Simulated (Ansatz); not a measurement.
MnSb:

```
Sb Mn
1.0
     4.15000    0.00000    0.00000
    -2.07500    3.59401    0.00000
     0.00000    0.00000    5.78000
Sb Mn
2 2
Direct
  0.66667 0.33333 0.75000
  0.33333 0.66667 0.25000
  0.00000 0.00000 0.50000
  0.00000 0.00000 0.00000
```

Base run:

| Item | Value |
| --- | --- |
| Program | Ansatz 0.2.0 |
| Functional | r2SCAN |
| Potentials or basis | Ansatz PAW |
| Cutoff | 500 eV (not typed: the program's choice for these potentials) |
| k mesh | 7 × 7 × 5 |
| Occupations | fermi-dirac, width 0.05 eV |
| Spin | collinear spin, ferromagnetic start |
| Starting moments | [0.0, 0.0, 4.0, 4.0] μB |
| Hubbard terms | Mn d U = 7 eV |

Its results: band gap on the k mesh none (metal or under the smearing width); pressure 13.7 GPa; net moment 8.29 μB per cell; site moments Sb -0.31; Mn +4.50 μB.

Task: After a change of settings the same cell gave: band gap on the k mesh none (metal or under the smearing width); pressure 0.3 GPa; net moment 7.47 μB per cell; site moments Sb -0.16; Mn +3.89 μB. Which change was it?
A. functional from r2SCAN to PBEsol; cutoff from 500 eV (not typed: the program's choice for these potentials) to 420 eV (not typed: the program's choice for these potentials); hubbard terms from Mn d U = 7 eV to Mn d U = 4.5 eV
B. hubbard terms from Mn d U = 7 eV to none; hubbard projectors from ortho-atomic (the default) to none
C. functional from r2SCAN to PBE; cutoff from 500 eV (not typed: the program's choice for these potentials) to 250 eV; hubbard terms from Mn d U = 7 eV to none; hubbard projectors from ortho-atomic (the default) to none

Result: B.

Caveats: the magnetic or orbital state may not be the lowest; spin-orbit coupling is left out, which moves the levels of the heavy elements; only a ferromagnetic start was run, and an antiferromagnetic order may lie lower in energy; the PAW data sets come from PBE, with cores solved anew for the run's functional, which leaves a small shift of forces and pressure; the U is typed as a test and isn't derived for this compound (some runs).
